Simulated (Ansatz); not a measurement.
**GaN: energy along a strain**

GaN, P6_3mc, a = 3.183 Å, c = 5.184 Å. Ansatz: r2SCAN, PAW, 500 eV, Γ-centred 12×12×6 mesh on 4 atoms, Gaussian smearing 0.05 eV; no spin polarisation. Cell vectors (Å): 3.183 0.000 0.000; -1.592 2.757 0.000; 0.000 0.000 5.184. The cell is strained by x per cent times the pattern (1 0 0 0 0 0) in the order xx yy zz yz xz xy (engineering shears), with fractional coordinates held. y is the free energy over the start, V0 = 11.371 Å³/atom.

```tsv
x (%)	y (meV/atom)
-6.00	?
-4.50	34.11
-3.00	14.60
0.00	0.00
1.50	3.26
3.00	12.56
4.50	27.24
6.00	46.69
```

Fit y = c2 x² + c3 x³ to the other rows, get the stiffness along the pattern, and predict the missing energy.

Least squares on the rows shown. y = 1.5163 x² − 0.036881 x³. The clamped-ion stiffness p·C·p = 2 × 15.16 eV × 160.2 / 11.371 Å³ = 427 GPa, which is C11 in these axes. At x = -6.00 the fit asked for gives 62.55 meV/atom. The run gave 62.97 meV/atom, so the fit is 0.42 meV/atom too low, 0.67 % of the span of the series, against an rms of 0.07 meV/atom on the fitted rows. The row lies outside the fitted range. With a term in x⁴ added, a fit to the same known rows predicts 62.98 meV/atom, so most of the miss is curvature that the known rows already hold.

Compression along x costs more than equal extension: 34.11 against 27.24 meV/atom at 4.5 %, with the same ordering at 3 %. This is the usual anharmonicity of a polar covalent bond, in which short-range repulsion between overlapping shells rises steeply as the atoms approach, while the restoring force softens on stretching. The negative cubic coefficient expresses this asymmetry.

In wurtzite, this strain leaves the bond along c and one of the three inclined bonds unchanged in length, so the other two take up all the stretching, accompanied by bond-angle distortion. Free atoms would shift within the cell to share the load more evenly, which can only lower the quadratic energy. The 427 GPa is therefore an upper bound on the relaxed C11 for this functional and cell, and internal relaxation probably accounts for much of its excess over the accepted elastic constant of GaN. Because the lateral cell dimensions are fixed, the value is also not a Young's modulus, which would include Poisson contraction.
